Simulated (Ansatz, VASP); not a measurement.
Given: the input of a run of Ansatz 0.2.0 on Al.

input.yaml

```yaml
crystal:
  lattice:
    - [0.0, 2.024805, 2.024805]
    - [2.024805, 0.0, 2.024805]
    - [2.024805, 2.024805, 0.0]
  atoms:
    - { symbol: Al, position: [0.0, 0.0, 0.0] }
hamiltonian:
  xc: rpbe
  pseudopotentials: { kind: paw }
kpoints:
  mp_grid: { grid: [11, 11, 11] }
  band_path:
    path:
      - [[0.0, 0.0, 0.0], [0.5, 0.0, 0.5], [0.5, 0.25, 0.75], [0.375, 0.375, 0.75], [0.0, 0.0, 0.0], [0.5, 0.5, 0.5], [0.625, 0.25, 0.625], [0.5, 0.25, 0.75], [0.5, 0.5, 0.5], [0.375, 0.375, 0.75]]
      - [[0.625, 0.25, 0.625], [0.5, 0.0, 0.5]]
    npoints: 14
scf:
  occupations: { method: fermi_dirac, width: 0.05 }
  n_extra_bands: 6
output:
  forces: true
  stress: true
  eigenvalues: true
  fatbands: false
```

Potentials or basis: Ansatz PAW.

Command:

```bash
$ ansatz run input.yaml --threads 2 --pin off --max-ram 5632MiB --backend cpu --events-out ev --progress --plain --runs-dir out
```

Problem. Translate it to VASP 6.6.1. Potentials there: VASP PAW PBE potentials, release 64 (Al).

Solution. As run (the cutoff follows the program's own potentials):

The input INCAR:

```
ALGO = Normal
EDIFF = 1E-7
ENCUT = 520
GGA = RP
ISIF = 2
ISMEAR = -1
LASPH = T
LCHARG = F
LREAL = F
LWAVE = F
NELM = 100
PREC = Accurate
SIGMA = 0.05
```

Contents of KPOINTS:

```
k-points
0
Gamma
  11 11 11
```

The input POSCAR:

```
Al
1.0
    0.0000000000      2.0248050000      2.0248050000
    2.0248050000      0.0000000000      2.0248050000
    2.0248050000      2.0248050000      0.0000000000
Al
1
Direct
    0.0000000000      0.0000000000      0.0000000000
```

KPOINTS_OPT

```
path GXWKGLUWLK,UX
15
line-mode
reciprocal
 0.0000000000  0.0000000000  0.0000000000  G
 0.5000000000  0.0000000000  0.5000000000  X

 0.5000000000  0.0000000000  0.5000000000  X
 0.5000000000  0.2500000000  0.7500000000  W

 0.5000000000  0.2500000000  0.7500000000  W
 0.3750000000  0.3750000000  0.7500000000  K

 0.3750000000  0.3750000000  0.7500000000  K
 0.0000000000  0.0000000000  0.0000000000  G

 0.0000000000  0.0000000000  0.0000000000  G
 0.5000000000  0.5000000000  0.5000000000  L

 0.5000000000  0.5000000000  0.5000000000  L
 0.6250000000  0.2500000000  0.6250000000  U

 0.6250000000  0.2500000000  0.6250000000  U
 0.5000000000  0.2500000000  0.7500000000  W

 0.5000000000  0.2500000000  0.7500000000  W
 0.5000000000  0.5000000000  0.5000000000  L

 0.5000000000  0.5000000000  0.5000000000  L
 0.3750000000  0.3750000000  0.7500000000  K

 0.6250000000  0.2500000000  0.6250000000  U
 0.5000000000  0.0000000000  0.5000000000  X
```

Potentials or basis: VASP PAW PBE potentials, release 64 (Al).

Launch:

```bash
$ cat potpaw_PBE.64/Al/POTCAR > POTCAR
$ mpirun -np 1 vasp_std > vasp.out
```

Both were run:

|  | VASP | Ansatz | Ansatz less VASP |
| --- | --- | --- | --- |
| gap on the k mesh at the Fermi level (eV) | none | none | - |
| pressure (GPa) | 0.8 | 1.0 | +0.20 |

A gap of «none» marks a metal or a gap that the smearing closes. With one functional, cell and mesh, what is left measures potentials, basis and numerics.

Caveats: the PAW data sets were made with another functional, which shifts forces and pressure a little (VASP); the PAW data sets come from PBE, with cores solved anew for the run's functional, which leaves a small shift of forces and pressure (Ansatz).
